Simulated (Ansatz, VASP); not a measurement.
## AlN in VASP and in Ansatz

Contents of INCAR:

```
SYSTEM = AlN
PREC = Accurate ; ENCUT = 520
EDIFF = 1E-6 ; ISMEAR = 0
SIGMA = 0.05 ; LREAL = .False.
LASPH = .True. ; NELM = 80
ALGO = Normal ; ISIF = 2
LWAVE = .False. ; LCHARG = .True.
GGA = PE ; LELF = .True.
LVHAR = .True. ; NBANDS = 16
```

File KPOINTS:

```
regular mesh
0
Gamma
  9 9 6
  0 0 0
```

POSCAR

```
AlN
1.0
    3.2306423571      0.0000000000      0.0000000000
   -1.6153211785      2.7978183518      0.0000000000
    0.0000000000      0.0000000000      4.0829004857
Al N
2 2
Direct
    0.3333333333      0.6666666667      0.7729095315
    0.6666666667      0.3333333333      0.2729095315
    0.3333333333      0.6666666667      0.2058696077
    0.6666666667      0.3333333333      0.7058696077
```

Input for Ansatz:

```yaml
crystal:
  lattice:
    - [3.2306423571, 0.0, 0.0]
    - [-1.6153211785, 2.7978183518, 0.0]
    - [0.0, 0.0, 4.0829004857]
  atoms:
    - { symbol: Al, position: [0.3333333333, 0.6666666667, 0.7729095315] }
    - { symbol: Al, position: [0.6666666667, 0.3333333333, 0.2729095315] }
    - { symbol: "N", position: [0.3333333333, 0.6666666667, 0.2058696077] }
    - { symbol: "N", position: [0.6666666667, 0.3333333333, 0.7058696077] }
basis:
  ecutwfc: 520.0
kpoints:
  mp_grid: { grid: [9, 9, 6] }
hamiltonian:
  xc: pbe
  pseudopotentials: { kind: paw, azcp: { folder: soft_1 } }
scf:
  occupations: { method: gaussian, width: 0.05 }
output:
  forces: true
  stress: true
  eigenvalues: true
```

Change from the starting cell: mode 4 frozen in at -0.185 Å, equal normal strain along x, y and z -0.0250.

Alike in both runs: task single point; functional PBE; k mesh 9 × 9 × 6; occupations gaussian, width 0.05 eV; no spin polarisation.

|  | VASP | Ansatz |
| --- | --- | --- |
| version | VASP 6.6.1 | Ansatz 0.2.0 |
| potentials or method | VASP PAW PBE potentials, release 64 (Al, N) | scalar-relativistic, plane waves, PAW |
| plane-wave cutoff (eV) | 520 | 520 |
| valence electrons in the cell | 16 | 16 |

Ansatz gave:

| Item | Value |
| --- | --- |
| gap on the k mesh at the Fermi level (eV) | 4.14 |
| least direct gap on the mesh (eV) | 4.14 |
| pressure (GPa) | 27.3 |
| largest component of the traceless stress (GPa) | 27.94 |
| rms of the force components (eV/Å) | 1.264 |

Question: Which values does VASP return?

Answer: gap on the k mesh at the Fermi level (eV): 4.15; least direct gap on the mesh (eV): 4.15; pressure (GPa): 27.2; largest component of the traceless stress (GPa): 28.20; rms of the force components (eV/Å): 1.270.

Atom by atom the forces differ by 0.006 eV/Å (rms over components).

Caveats: so large a pressure means that the cell lies far from this level's equilibrium, or that cutoff or potentials fall short (VASP); an odd mesh through Γ misses points on the zone boundary, where band edges often lie; forces of over 1 eV/Å show positions far from the minimum, so gaps and moduli don't describe the material at rest.
